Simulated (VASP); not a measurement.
# BN (P6_3/mmc) in VASP: a series of runs, part 2 of 2

VASP 6.6.1. The steps go on from the part before.

## Step 3: Relaxation of cell and atoms, PBE+D3(BJ)

This run uses another cell than the first one, of 8.92 Å³/atom, 0.995 times its volume.

Input file INCAR:

```
SYSTEM = BN
PREC = Accurate ; ENCUT = 700
EDIFF = 1E-7 ; ISMEAR = 0
SIGMA = 0.02 ; LREAL = .False.
LASPH = .True. ; NELM = 80
ALGO = Normal ; ISIF = 3
LWAVE = .False. ; LCHARG = .False.
GGA = PE ; IVDW = 12
IBRION = 2 ; NSW = 80
EDIFFG = -0.002 ; KPAR = 4
```

Input file KPOINTS:

```
Automatic mesh
0
Gamma
  15 15 6
  0 0 0
```

Input file POSCAR:

```
BN                                      
1.0
    2.5064631375     -0.0000000000     -0.0000000000
   -1.2532315688      2.1706607459      0.0000000000
    0.0000000000     -0.0000000000      6.5603082532
  B               N             
     2     2
Direct
     0.3333333300000021    0.6666666699999979    0.2500000000000000
     0.6666666699999979    0.3333333300000021    0.7500000000000000
     0.3333333300000021    0.6666666699999979    0.7500000000000000
     0.6666666699999979    0.3333333300000021    0.2500000000000000
```

Potentials or basis: VASP PAW PBE potentials, release 64 (B, N).

Started as:

```bash
> cat potpaw_PBE.64/B/POTCAR potpaw_PBE.64/N/POTCAR > POTCAR
> mpirun -np 4 vasp_std > vasp.out
```

OUTCAR:

```text
SYSTEM = BN
   PREC = Accurate
   ENCUT = 700
   EDIFF = 1E-7
   ISMEAR = 0
   LREAL = .False.
   LASPH = .True.
   NELM = 80
   ISIF = 3
   GGA = PE
   IVDW = 12
   IBRION = 2
   NSW = 80
   EDIFFG = -0.002
 IVDW          = 12

 ion  position               nearest neighbor table
   1  0.333  0.667  0.250-   4 1.45   4 1.45   4 1.45
   2  0.667  0.333  0.750-   3 1.45   3 1.45   3 1.45
   3  0.333  0.667  0.750-   2 1.45   2 1.45   2 1.45
   4  0.667  0.333  0.250-   1 1.45   1 1.45   1 1.45

  LATTYP: Found a hexagonal cell.
 ALAT       =     2.5064631375
 C/A-ratio  =     2.6173567666

  Lattice vectors:

 A1 = (   2.5064631375,   0.0000000000,   0.0000000000)
 A2 = (  -1.2532315688,   2.1706607459,   0.0000000000)
 A3 = (   0.0000000000,   0.0000000000,   6.5603082532)

Analysis of symmetry for initial positions (statically):
=====================================================================
 Subroutine PRICEL returns:
 Original cell was already a primitive cell.

 Routine SETGRP: Setting up the symmetry group for a
 hexagonal supercell.

 Subroutine GETGRP returns: Found 24 space group operations
 (whereof 12 operations were pure point group operations)
 out of a pool of 24 trial point group operations.

The static configuration has the point symmetry D_3d.
 The point group associated with its full space group is D_6h.

Analysis of symmetry for dynamics (positions and initial velocities):
=====================================================================
 Subroutine PRICEL returns:
 Original cell was already a primitive cell.

 Routine SETGRP: Setting up the symmetry group for a
 hexagonal supercell.

 Subroutine GETGRP returns: Found 24 space group operations
 (whereof 12 operations were pure point group operations)
 out of a pool of 24 trial point group operations.

The dynamic configuration has the point symmetry D_3d.
 The point group associated with its full space group is D_6h.

 Subroutine INISYM returns: Found 24 space group operations
 (whereof 12 operations are pure point group operations),
[... 136 lines left out ...]
 maximum number of plane-waves:      1546
 NGX is ok and might be reduce to    24
   NGX = 11   NGY = 11   NGZ = 29

 number of electron      15.9999999 magnetization

 Free energy of the ion-electron system (eV)
  ---------------------------------------------------
  ext. energy  EPLUGINS =         0.00000000
  ---------------------------------------------------
  free energy    TOTEN  =       -35.16116592 eV

  energy without entropy =      -35.16116592  energy(sigma->0) =      -35.16116592

 E-fermi :   2.5649     XC(G=0): -10.1445

 val. band max:        2.3963385028   @ k =   0.3333   0.2667   0.0000
 cond. band min:       6.6583682726   @ k =   0.4667   0.0667   0.0000
 fundamental gap:      4.2620297698
 Fermi energy:         2.5649356434

 k-point     1 :       0.0000    0.0000    0.0000
  band No.  band energies     occupation
      1     -15.4362      2.00000
      2     -15.1134      2.00000
      3      -3.8958      2.00000
      4      -1.6404      2.00000
      5       1.0236      2.00000
      6       1.0236      2.00000
      7       1.0655      2.00000
      8       1.0655      2.00000
      9       7.6981      0.00000
     10      12.8089      0.00000
     11      13.8820      0.00000
     12      13.9077      0.00000
[... 331 lines left out ...]
 k-point    24 :       0.4000    0.2000    0.0000
  band No.  band energies     occupation
      1     -11.8949      2.00000
      2     -11.8332      2.00000
      3      -6.0928      2.00000
      4      -5.9986      2.00000
      5      -3.5799      2.00000
      6      -3.4951      2.00000
      7       1.4989      2.00000
      8       2.2946      2.00000
      9       6.9369      0.00000
     10       7.7689      0.00000
     11      14.1087      0.00000
     12      14.3716      0.00000

 [... further k-points ...]

------------------------ aborting loop because EDIFF is reached ----------------------------------------

 Edisp (eV)   -0.57185

 E8    (eV) :    -0.1677

  FORCE on cell =-STRESS in cart. coord.  units (eV):
  Direction    XX          YY          ZZ          XY          YZ          ZX
  --------------------------------------------------------------------------------------
  -------------------------------------------------------------------------------------
  Total       0.00101     0.00101    -0.00228    -0.00000    -0.00000     0.00000
  in kB       0.04531     0.04531    -0.10212    -0.00000    -0.00000     0.00000
  external pressure =       -0.00 kB  Pullay stress =        0.00 kB

 VOLUME and BASIS-vectors are now :
 -----------------------------------------------------------------------------
  energy-cutoff  :      700.00
  volume of cell :       35.69
      direct lattice vectors                 reciprocal lattice vectors
     2.506463137  0.000000000  0.000000000     0.398968565  0.230344609  0.000000000
    -1.253231569  2.170660746  0.000000000     0.000000000  0.460689217  0.000000000
     0.000000000  0.000000000  6.560308253     0.000000000  0.000000000  0.152431862

 POSITION                                       TOTAL-FORCE (eV/Angst)
 -----------------------------------------------------------------------------------
     -0.00000      1.44711      1.64008        -0.000000     -0.000000      0.000000
      1.25323      0.72355      4.92023        -0.000000     -0.000000      0.000000
     -0.00000      1.44711      4.92023        -0.000000      0.000000      0.000000
      1.25323      0.72355      1.64008         0.000000      0.000000      0.000000
 -----------------------------------------------------------------------------------
    total drift:                               -0.000002      0.000001      0.000000

  FREE ENERGIE OF THE ION-ELECTRON SYSTEM (eV)
  ---------------------------------------------------
  free  energy   TOTEN  =       -35.7330204963 eV

  energy  without entropy=      -35.7330204963  energy(sigma->0) =      -35.73302050

 reached required accuracy - stopping structural energy minimisation
```

Wall time 14 s (4 MPI ranks of Intel Xeon Platinum 8375C at 2.90GHz (Ice Lake), shared host); peak memory 0.22 GiB.

What came out:

```yaml
Free_energy: -35.7330 eV
Pressure_after_relaxing: 0.0 GPa
Band_gap_on_the_k_mesh: 4.26 eV, indirect (least direct gap 4.63 eV)
Dispersion_energy_per_atom: -0.143 eV
```

Final structure:
```yaml
crystal:
  lattice:
    - [2.50646, 0.00000, 0.00000]
    - [-1.25323, 2.17066, 0.00000]
    - [0.00000, 0.00000, 6.56031]
  atoms:
    - { symbol: B, position: [0.33333, 0.66667, 0.25000] }
    - { symbol: B, position: [0.66667, 0.33333, 0.75000] }
    - { symbol: N, position: [0.33333, 0.66667, 0.75000] }
    - { symbol: N, position: [0.66667, 0.33333, 0.25000] }
```

Levels at points of the mesh, in eV from the valence-band top:
```
           k point  band 4  band 5  band 6  band 7  band 8  band 9  band 10  band 11  band 12
(0.00, 0.00, 0.00)   -4.04   -1.37   -1.37   -1.33   -1.33    5.30    10.41    11.49    11.51
(0.00, 0.00, 0.50)   -5.30   -1.35   -1.35   -1.35   -1.35    7.73     7.73    11.55    11.55
```

Caveat: the relaxation stopped at its first step, so nothing moved; an odd mesh through Γ misses points on the zone boundary, where band edges often lie.

## Step 4: Vibrations by finite differences, PBE+D3(BJ)

This run uses another cell than the first one, of 8.92 Å³/atom, 0.995 times its volume.

Input file INCAR:

```
SYSTEM = BN
PREC = Accurate
ENCUT = 700
EDIFF = 1E-8
ISMEAR = 0
SIGMA = 0.02
LREAL = .FALSE.
LASPH = .TRUE.
NELM = 80
ALGO = Normal
ISIF = 2
LWAVE = .FALSE.
LCHARG = .FALSE.
GGA = PE
IVDW = 12
IBRION = 6
NFREE = 2
POTIM = 0.015
NSW = 1
KPAR = 4
```

Input file KPOINTS:

```
Automatic mesh
0
G
  15 15 6
  0 0 0
```

POSCAR, as its differences from that of step 3:

```diff
@@ -2,5 +2,5 @@
 1.0
-    2.5064631375     -0.0000000000     -0.0000000000
+    2.5064631375      0.0000000000      0.0000000000
    -1.2532315688      2.1706607459      0.0000000000
-    0.0000000000     -0.0000000000      6.5603082532
+    0.0000000000      0.0000000000      6.5603082532
   B               N
```

Potentials or basis: VASP PAW PBE potentials, release 64 (B, N).

Started as:

```bash
> cat potpaw_PBE.64/B/POTCAR potpaw_PBE.64/N/POTCAR > POTCAR
> mpirun -np 4 vasp_std > vasp.out
```

OUTCAR:

```text
SYSTEM = BN
   PREC = Accurate
   ENCUT = 700
   EDIFF = 1E-8
   ISMEAR = 0
   LREAL = .FALSE.
   LASPH = .TRUE.
   NELM = 80
   ISIF = 2
   GGA = PE
   IVDW = 12
   IBRION = 6
   NFREE = 2
   POTIM = 0.015
   NSW = 1
 IVDW          = 12

 ion  position               nearest neighbor table
   1  0.333  0.667  0.250-   4 1.45   4 1.45   4 1.45
   2  0.667  0.333  0.750-   3 1.45   3 1.45   3 1.45
   3  0.333  0.667  0.750-   2 1.45   2 1.45   2 1.45
   4  0.667  0.333  0.250-   1 1.45   1 1.45   1 1.45

  LATTYP: Found a hexagonal cell.
 ALAT       =     2.5064631375
 C/A-ratio  =     2.6173567666

  Lattice vectors:

 A1 = (   2.5064631375,   0.0000000000,   0.0000000000)
 A2 = (  -1.2532315688,   2.1706607459,   0.0000000000)
 A3 = (   0.0000000000,   0.0000000000,   6.5603082532)

Analysis of symmetry for initial positions (statically):
=====================================================================
 Subroutine PRICEL returns:
 Original cell was already a primitive cell.

 Routine SETGRP: Setting up the symmetry group for a
 hexagonal supercell.

 Subroutine GETGRP returns: Found 24 space group operations
 (whereof 12 operations were pure point group operations)
 out of a pool of 24 trial point group operations.

The static configuration has the point symmetry D_3d.
 The point group associated with its full space group is D_6h.

Analysis of symmetry for dynamics (positions and initial velocities):
=====================================================================
 Subroutine PRICEL returns:
 Original cell was already a primitive cell.

 Routine SETGRP: Setting up the symmetry group for a
 hexagonal supercell.

 Subroutine GETGRP returns: Found 24 space group operations
[... 505 lines left out ...]

 E-fermi :   2.5654     XC(G=0): -10.1446

 val. band max:        2.3963747769   @ k =   0.3333   0.2667   0.0000
 cond. band min:       6.6575499442   @ k =   0.4667   0.0667   0.0000
 fundamental gap:      4.2611751673
 Fermi energy:         2.5653792019

 k-point     1 :       0.0000    0.0000    0.0000
  band No.  band energies     occupation
      1     -15.4359      2.00000
      2     -15.1130      2.00000
      3      -3.8957      2.00000
      4      -1.6399      2.00000
      5       1.0245      2.00000
      6       1.0245      2.00000
      7       1.0665      2.00000
      8       1.0665      2.00000
      9       7.6951      0.00000
     10      12.8103      0.00000
     11      13.8754      0.00000
     12      13.8754      0.00000
[... 331 lines left out ...]
 k-point    24 :       0.4000    0.2000    0.0000
  band No.  band energies     occupation
      1     -11.8944      2.00000
      2     -11.8327      2.00000
      3      -6.0922      2.00000
      4      -5.9980      2.00000
      5      -3.5793      2.00000
      6      -3.4944      2.00000
      7       1.4988      2.00000
      8       2.2947      2.00000
      9       6.9362      0.00000
     10       7.7681      0.00000
     11      14.1067      0.00000
     12      14.3718      0.00000

 [... further k-points ...]

------------------------ aborting loop because EDIFF is reached ----------------------------------------

 Edisp (eV)   -0.57186

 E8    (eV) :    -0.1677
[... 27 lines left out ...]
  FREE ENERGIE OF THE ION-ELECTRON SYSTEM (eV)
  ---------------------------------------------------
  free  energy   TOTEN  =       -35.7314908489 eV

  energy  without entropy=      -35.7314908489  energy(sigma->0) =      -35.73149085

 INTERNAL STRAIN TENSORS FROM DISPLACED ATOMS
 ============================================

 INTERNAL STRAIN TENSOR FOR ION    1 for displacements in x,y,z  (eV/Angst):
          X           Y           Z          XY          YZ          ZX
  --------------------------------------------------------------------------------
  x     0.00000    -0.00000    -0.00000   -12.38162     0.00000     0.00000
  y   -12.38162    12.38162     0.00000    -0.00000     0.00000     0.00000
  z     0.00000     0.00000    -0.00000    -0.00000     0.00000     0.00000

 INTERNAL STRAIN TENSOR FOR ION    4 for displacements in x,y,z  (eV/Angst):
          X           Y           Z          XY          YZ          ZX
  --------------------------------------------------------------------------------
  x    -0.00000     0.00000    -0.00000    12.57509     0.00000     0.00000
  y    12.57509   -12.57509    -0.00000     0.00000     0.00000     0.00000
  z     0.00000     0.00000    -0.00000     0.00000     0.00000     0.00000

 Eigenvectors and eigenvalues of the dynamical matrix
 ----------------------------------------------------

   1 f  =   40.579074 THz   254.965842 2PiTHz 1353.572211 cm-1   167.821490 meV
             X         Y         Z           dx          dy          dz
     -0.000000  1.447107  1.640077    -0.530853    0.002751    0.000000
      1.253232  0.723554  4.920231     0.530853   -0.002751   -0.000000
     -0.000000  1.447107  4.920231    -0.467099    0.002421   -0.000000
      1.253232  0.723554  1.640077     0.467099   -0.002421    0.000000
[... 71 lines left out ...]
  12 f/i=    0.000906 THz     0.005691 2PiTHz    0.030212 cm-1     0.003746 meV
             X         Y         Z           dx          dy          dz
     -0.000000  1.447107  1.640077    -0.424302   -0.194461   -0.000000
      1.253232  0.723554  4.920231    -0.424302   -0.194461   -0.000000
     -0.000000  1.447107  4.920231    -0.482882   -0.221309   -0.000000
      1.253232  0.723554  1.640077    -0.482882   -0.221309   -0.000000

 ELASTIC MODULI CONTR FROM IONIC RELAXATION (kBar)
 Direction    XX          YY          ZZ          XY          YZ          ZX
 --------------------------------------------------------------------------------
 XX        -352.7922    352.7922      0.0000      0.0000      0.0000      0.0000
 YY         352.7922   -352.7922     -0.0000      0.0000      0.0000     -0.0000
 ZZ           0.0000     -0.0000     -0.0000      0.0000      0.0000      0.0000
 XY           0.0000      0.0000      0.0000   -352.7922      0.0000      0.0000
 YZ           0.0000      0.0000      0.0000      0.0000      0.0000      0.0000
 ZX           0.0000     -0.0000      0.0000      0.0000      0.0000     -0.0000
 --------------------------------------------------------------------------------
```

OSZICAR:

```text
N       E                     dE             d eps       ncg     rms          rms(c)
DAV:   1     0.831197637539E+02    0.83120E+02   -0.97637E+03  2592   0.156E+03
DAV:   2    -0.330969698684E+02   -0.11622E+03   -0.10524E+03  3832   0.334E+02
DAV:   3    -0.386290163372E+02   -0.55320E+01   -0.54894E+01  3320   0.761E+01
[... 15 lines left out ...]
DAV:   4    -0.351596300298E+02   -0.46782E-04   -0.48087E-04  4132   0.200E-01    0.113E-02
DAV:   5    -0.351596320715E+02   -0.20417E-05   -0.52830E-06  4508   0.234E-02    0.524E-03
DAV:   6    -0.351596326860E+02   -0.61454E-06   -0.12858E-06  4200   0.114E-02    0.880E-04
DAV:   7    -0.351596327114E+02   -0.25378E-07   -0.82235E-08  4336   0.304E-03    0.271E-04
DAV:   8    -0.351596327148E+02   -0.34511E-08   -0.49524E-09  2804   0.728E-04
   9 F= -.35731491E+02 E0= -.35731491E+02  d E =-.977163E-35
```

stdout:

```text
POSCAR found type information on POSCAR B N
 POSCAR found :  2 types and       4 ions
 scaLAPACK will be used
 LDA part: xc-table for (Slater+PW92), standard interpolation
 POSCAR, INCAR and KPOINTS ok, starting setup
 FFT: planning ... GRIDC
 FFT: planning ... GRID_SOFT
 FFT: planning ... GRID
 WAVECAR not read
 entering main loop
 Found     4 degrees of freedom:
 Finite differences POTIM= 0.01500 DOF=   4
 bond charge predicted
 Finite differences progress:
 bond charge predicted
 Finite differences progress:
 bond charge predicted
 Finite differences progress:
 bond charge predicted
 Finite differences progress:
 bond charge predicted
 Finite differences progress:
 bond charge predicted
 Finite differences progress:
 bond charge predicted
 Finite differences progress:
 bond charge predicted
 Finite differences progress:
```

It took 3 min on 4 MPI ranks of Intel Xeon Platinum 8375C at 2.90GHz (Ice Lake), shared host; peak memory 0.57 GiB.

What came out:

```
Highest phonon frequency at Γ, LO-TO splitting left out : 1354 cm⁻¹
Dispersion energy per atom                              : -0.143 eV
```

Phonon frequencies in cm⁻¹ (negative: imaginary):
```csv
q point,frequencies
"(0.000, 0.000, 0.000)",0 0 0 48 48 125 742 796 1354 1354 1354 1354
```
